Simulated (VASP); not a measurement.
# AlNi (Pm-3m) in VASP: further runs

One crystal, AlNi, is run at these levels: r2SCAN; tasks: relaxation of cell and atoms.

Program: VASP 6.6.1. These are calculated values, not measurements. Logs are shortened: lines on timing, memory, paths and dates and some standing lists are left out, and cuts for length are marked.

### Step 1. Starting point

Symmetry: Pm-3m, No. 221, cubic system. Conventional cell: a = 2.881 Å, b = 2.881 Å, c = 2.881 Å, α = 90.00°, β = 90.00°, γ = 90.00°. Around Al (site symmetry m-3m) lie 8 Ni at 2.50 Å. Around Ni (site symmetry m-3m) lie 8 Al at 2.50 Å.

### Step 2. Relaxation of cell and atoms, r2SCAN

INCAR

```
PREC = Accurate
ENCUT = 600
EDIFF = 1E-6
ISMEAR = 1
SIGMA = 0.1
LREAL = False
LASPH = True
NELM = 80
ALGO = Normal
ISIF = 3
LWAVE = False
LCHARG = False
METAGGA = R2SCAN
LMIXTAU = True
IBRION = 2
NSW = 90
EDIFFG = -0.01
```

KPOINTS

```
Automatic mesh
0
Gamma
  14 14 14
```

POSCAR

```
AlNi
1.0
    2.8810000000      0.0000000000      0.0000000000
    0.0000000000      2.8810000000      0.0000000000
    0.0000000000      0.0000000000      2.8810000000
Al Ni
1 1
Direct
    0.0000000000      0.0000000000      0.0000000000
    0.5000000000      0.5000000000      0.5000000000
```

Potentials or basis: VASP PAW PBE potentials, release 64 (Al, Ni).

On the command line:

```console
$ cat potpaw_PBE.64/Al/POTCAR potpaw_PBE.64/Ni/POTCAR > POTCAR
$ mpirun -np 1 vasp_std > vasp.out
```

OUTCAR:

```text
PREC = Accurate
   ENCUT = 600
   EDIFF = 1E-6
   ISMEAR = 1
   LREAL = False
   LASPH = True
   NELM = 80
   ISIF = 3
   METAGGA = R2SCAN
   IBRION = 2
   NSW = 90
   EDIFFG = -0.01

 ion  position               nearest neighbor table
   1  0.000  0.000  0.000-   2 2.50   2 2.50   2 2.50   2 2.50   2 2.50   2 2.50   2 2.50   2 2.50

   2  0.500  0.500  0.500-   1 2.50   1 2.50   1 2.50   1 2.50   1 2.50   1 2.50   1 2.50   1 2.50

  LATTYP: Found a simple cubic cell.
 ALAT       =     2.8810000000

  Lattice vectors:

 A1 = (   2.8810000000,   0.0000000000,   0.0000000000)
 A2 = (   0.0000000000,   2.8810000000,   0.0000000000)
 A3 = (   0.0000000000,   0.0000000000,   2.8810000000)

Analysis of symmetry for initial positions (statically):
=====================================================================
 Subroutine PRICEL returns:
 Original cell was already a primitive cell.

 Routine SETGRP: Setting up the symmetry group for a
 simple cubic supercell.

 Subroutine GETGRP returns: Found 48 space group operations
 (whereof 48 operations were pure point group operations)
 out of a pool of 48 trial point group operations.

The static configuration has the point symmetry O_h .

Analysis of symmetry for dynamics (positions and initial velocities):
=====================================================================
 Subroutine PRICEL returns:
 Original cell was already a primitive cell.

 Routine SETGRP: Setting up the symmetry group for a
 simple cubic supercell.

 Subroutine GETGRP returns: Found 48 space group operations
 (whereof 48 operations were pure point group operations)
 out of a pool of 48 trial point group operations.

The dynamic configuration has the point symmetry O_h .

 Subroutine INISYM returns: Found 48 space group operations
 (whereof 48 operations are pure point group operations),
 and found     1 'primitive' translations

----------------------------------------------------------------------------------------

                                     Primitive cell

  volume of cell :      23.9128

  direct lattice vectors                    reciprocal lattice vectors
     2.881000000  0.000000000  0.000000000     0.347101701  0.000000000  0.000000000
     0.000000000  2.881000000  0.000000000     0.000000000  0.347101701  0.000000000
     0.000000000  0.000000000  2.881000000     0.000000000  0.000000000  0.347101701

  length of vectors
     2.881000000  2.881000000  2.881000000     0.347101701  0.347101701  0.347101701

  position of ions in fractional coordinates (direct lattice)
     0.000000000  0.000000000  0.000000000
     0.500000000  0.500000000  0.500000000

  ion indices of the primitive-cell ions
   primitive index   ion index
                 1           1
                 2           2

[... 69 lines left out ...]
   ENCUT  =  600.0 eV  44.10 Ry    6.64 a.u.   5.75  5.75  5.75*2*pi/ulx,y,z
   NELM   =     80;   NELMIN=  2; NELMDL= -5     # of ELM steps
   EDIFF  = 0.1E-05   stopping-criterion for ELM
   LREAL  =      F    real-space projection
   EDIFFG = -.1E-01   stopping-criterion for IOM
   NSW    =     90    number of steps for IOM
   IBRION =      2    ionic relax: 0-MD 1-quasi-New 2-CG
   NFREE  =      1    steps in history (QN), initial steepest desc. (CG)
   ISIF   =      3    stress and relaxation
   ISYM   =      2    0-nonsym 1-usesym 2-fastsym
   POTIM  = 0.5000    time-step for ionic-motion
   TEBEG  =    0.0;   TEEND  =   0.0 temperature during run
   PSTRESS=    0.0 pullay stress
   NELECT =      13.0000    total number of electrons
   NUPDOWN=      -1.0000    fix difference up-down
   EMIN   =  10.00;   EMAX   =-10.00  energy-range for DOS
   EFERMI =   0.00;   METHOD = LEGACY
   ISMEAR =     1;   SIGMA  =   0.10  broadening in eV -4-tet -1-fermi 0-gaus
   EFERMI_NEDOS =   21; number of points for ismear=-14 and -15
   IALGO  =     38    algorithm
   IMIX   =      4    mixing-type and parameters
     AMIX     =   0.40;   BMIX     =  1.00
     AMIX_MAG =   1.60;   BMIX_MAG =  1.00
  volume/ion in A,a.u.               =      11.96        80.69
  Fermi-wavevector in a.u.,A,eV,Ry     =   1.336122  2.524904 24.289410  1.785221
  Thomas-Fermi vector in A             =   2.464773
   LORBIT       =      0    0 simple, 1 ext, 2 COOP (PROOUT), +10 PAW based schemes
   METAGGA = R2SCAN    functional components
   LHFCALC =     F    Hartree Fock is set to
   AEXX    =    0.0000 exact exchange contribution
   IVDW    =     0    specifies the selected vdW correction
   LEPSILON=     F    determine dielectric tensor
   LRPA    =     F    only Hartree local field effects (RPA)
 conjugate gradient relaxation of ions
 non-spin polarized calculation
 Methfessel and Paxton  Order N= 1 SIGMA  =   0.10
  energy-cutoff  :      600.00
  volume of cell :       23.91
 maximum number of plane-waves:       840
 NGX is ok and might be reduce to    24
   NGX = 11   NGY = 11   NGZ = 11

--------------------------------------- Ionic step        1  -------------------------------------------

 number of electron      13.0000015 magnetization

 Free energy of the ion-electron system (eV)
  ---------------------------------------------------
  ext. energy  EPLUGINS =         0.00000000
  ---------------------------------------------------
  free energy    TOTEN  =       -20.06138090 eV

  energy without entropy =      -20.06088635  energy(sigma->0) =      -20.06121605

 E-fermi :   9.8526     XC(G=0): -13.0133

 val. band max:        9.8173827496   @ k =   0.4286   0.3571   0.2143
 cond. band min:       9.8594431216   @ k =   0.3571   0.2143   0.0714
 fundamental gap:      0.0420603721
 Fermi energy:         9.8526067057

 k-point     1 :       0.0000    0.0000    0.0000
  band No.  band energies     occupation
      1      -1.8268      2.00000
      2       6.5457      2.00000
      3       6.5457      2.00000
      4       8.2885      2.00000
      5       8.2885      2.00000
      6       8.2885      2.00000
      7      15.7799      0.00000
      8      15.7799      0.00000
      9      15.7799      0.00000
     10      18.2822      0.00000
[... 370 lines left out ...]
--------------------------------------- Ionic step        3  -------------------------------------------

 number of electron      13.0000010 magnetization

 Free energy of the ion-electron system (eV)
  ---------------------------------------------------
  ext. energy  EPLUGINS =         0.00000000
  ---------------------------------------------------
  free energy    TOTEN  =       -20.06662870 eV

  energy without entropy =      -20.06608204  energy(sigma->0) =      -20.06644648

 E-fermi :  10.1234     XC(G=0): -13.1211

 val. band max:       10.1161428218   @ k =   0.5000   0.5000   0.2857
 cond. band min:      10.1350408271   @ k =   0.3571   0.2143   0.0714
 fundamental gap:      0.0188980054
 Fermi energy:        10.1234182042

 k-point     1 :       0.0000    0.0000    0.0000
  band No.  band energies     occupation
      1      -1.7105      2.00000
      2       6.7129      2.00000
      3       6.7129      2.00000
      4       8.5137      2.00000
      5       8.5137      2.00000
      6       8.5137      2.00000
      7      16.1430      0.00000
      8      16.1430      0.00000
      9      16.1430      0.00000
     10      18.6216      0.00000
[... 328 lines left out ...]
  FREE ENERGIE OF THE ION-ELECTRON SYSTEM (eV)
  ---------------------------------------------------
  free  energy   TOTEN  =       -20.0666286982 eV

  energy  without entropy=      -20.0660820449  energy(sigma->0) =      -20.06644648

 reached required accuracy - stopping structural energy minimisation
```

OSZICAR:

```text
N       E                     dE             d eps       ncg     rms          rms(c)
DAV:   1     0.328469788118E+02    0.32847E+02   -0.64622E+03  2416   0.158E+03
DAV:   2    -0.213398121877E+02   -0.54187E+02   -0.51480E+02  2402   0.224E+02
DAV:   3    -0.227832157975E+02   -0.14434E+01   -0.14222E+01  2880   0.474E+01
[... 31 lines left out ...]
DAV:   5    -0.200666120546E+02    0.46196E-04   -0.39314E-04  3528   0.308E-01    0.314E-02
DAV:   6    -0.200666214333E+02   -0.93787E-05   -0.51528E-05  2598   0.132E-01    0.194E-02
DAV:   7    -0.200666227697E+02   -0.13364E-05   -0.17136E-05  2528   0.491E-02    0.149E-02
DAV:   8    -0.200666283834E+02   -0.56137E-05   -0.92179E-06  2460   0.332E-02    0.169E-03
DAV:   9    -0.200666286982E+02   -0.31482E-06   -0.70228E-07  1212   0.163E-02
   3 F= -.20066629E+02 E0= -.20066446E+02  d E =-.524780E-02
```

CONTCAR:

```text
AlNi
   1.00000000000000
     2.8614535650371651   -0.0000000000000000    0.0000000000000000
     0.0000000000000000    2.8614535650371651    0.0000000000000000
    -0.0000000000000000   -0.0000000000000000    2.8614535650371651
  Al              Ni
     1     1
Direct
     0.0000000000000000    0.0000000000000000    0.0000000000000000
     0.5000000000000000    0.5000000000000000    0.5000000000000000

  0.00000000E+00  0.00000000E+00  0.00000000E+00
  0.00000000E+00  0.00000000E+00  0.00000000E+00
```

It took 92 s on 1 thread of Intel Xeon 6975P-C (Granite Rapids), shared host; peak memory 0.18 GiB.

What came out:

```
Free energy                            : -20.0666 eV
Relaxed volume                         : 11.71 Å³/atom
Relaxed cell                           : a = 2.861 Å, b = 2.861 Å, c = 2.861 Å, α = 90.00°, β = 90.00°, γ = 90.00°
Space group after relaxing (to 0.05 Å) : Pm-3m (No. 221)
Energy gained by relaxing              : 2.6 meV/atom
Ionic steps                            : 3
Pressure after relaxing                : 0.1 GPa
Band gap on the k mesh                 : none (metal or under the smearing width)
```

The path:
```csv
step,energy change (eV),largest force (eV/Å),pressure (GPa),volume (Å³)
1,0.0000,0.0000,-3.37,23.91
2,-0.0017,0.0000,3.06,23.05
3,-0.0052,0.0000,0.11,23.43
```

Final structure:
```
CELL_PARAMETERS angstrom
2.86145 0.00000 0.00000
0.00000 2.86145 0.00000
0.00000 0.00000 2.86145
ATOMIC_POSITIONS crystal
Al 0.00000 0.00000 0.00000
Ni 0.50000 0.50000 0.50000
```

Levels at points of the mesh, in eV from the Fermi level:
| k point | band 3 | band 4 | band 5 | band 6 | band 7 | band 8 | band 9 | band 10 |
| --- | --- | --- | --- | --- | --- | --- | --- | --- |
| (0.00, 0.00, 0.00) | -3.41 | -1.61 | -1.61 | -1.61 | 6.02 | 6.02 | 6.02 | 8.50 |
| (0.50, 0.00, 0.00) | -2.88 | -2.36 | -2.36 | -1.52 | -0.62 | 8.70 | 10.70 | 10.70 |
| (0.50, 0.50, 0.00) | -3.12 | -3.12 | -2.18 | -2.18 | -1.02 | 1.66 | 2.84 | 13.56 |
| (0.50, 0.50, 0.50) | -4.36 | -0.99 | -0.99 | 2.05 | 2.05 | 2.05 | 4.69 | 4.76 |

Caveat: the PAW data sets were made with another functional, which shifts forces and pressure a little.

### Step 3. Relaxation of cell and atoms, r2SCAN

This run uses another cell than the first one, of 11.71 Å³/atom, 0.980 times its volume.

Edit INCAR of step 2 so:

```diff
@@ -2,3 +2,3 @@
 ENCUT = 600
-EDIFF = 1E-6
+EDIFF = 1E-7
 ISMEAR = 1
@@ -16,2 +16,2 @@
 NSW = 90
-EDIFFG = -0.01
+EDIFFG = -0.005
```

KPOINTS is that of step 2.

POSCAR

```
AlNi                                    
1.0
    2.8614535650     -0.0000000000      0.0000000000
    0.0000000000      2.8614535650      0.0000000000
   -0.0000000000     -0.0000000000      2.8614535650
  Al              Ni            
     1     1
Direct
     0.0000000000000000    0.0000000000000000    0.0000000000000000
     0.5000000000000000    0.5000000000000000    0.5000000000000000
```

Potentials or basis: VASP PAW PBE potentials, release 64 (Al, Ni).

On the command line:

```console
$ cat potpaw_PBE.64/Al/POTCAR potpaw_PBE.64/Ni/POTCAR > POTCAR
$ mpirun -np 1 vasp_std > vasp.out
```

It took 36 s on 1 thread of Intel Xeon 6975P-C (Granite Rapids), shared host; peak memory 0.17 GiB.

The run converged. Its results:

| Property | Result |
| --- | --- |
| Free energy | -20.0664 eV |
| Pressure after relaxing | 0.1 GPa |
| Band gap on the k mesh | none (metal or under the smearing width) |

Final structure:
```
CELL_PARAMETERS angstrom
2.86145 0.00000 0.00000
0.00000 2.86145 0.00000
0.00000 0.00000 2.86145
ATOMIC_POSITIONS crystal
Al 0.00000 0.00000 0.00000
Ni 0.50000 0.50000 0.50000
```

Levels at points of the mesh, in eV from the Fermi level:
| k point | band 4 | band 5 | band 6 | band 7 | band 8 | band 9 | band 10 |
| --- | --- | --- | --- | --- | --- | --- | --- |
| (0.00, 0.00, 0.00) | -1.61 | -1.61 | -1.61 | 6.02 | 6.02 | 6.02 | 8.50 |
| (0.50, 0.00, 0.00) | -2.36 | -2.36 | -1.52 | -0.62 | 8.70 | 10.70 | 10.70 |
| (0.50, 0.50, 0.00) | -3.12 | -2.18 | -2.18 | -1.02 | 1.66 | 2.84 | 13.56 |
| (0.50, 0.50, 0.50) | -0.99 | -0.99 | 2.05 | 2.05 | 2.05 | 4.69 | 4.76 |

Caveat: the relaxation stopped at its first step, so nothing moved; the PAW data sets were made with another functional, which shifts forces and pressure a little. Spin polarisation is off, so any magnetic state and its effect on volume and gap are missing.
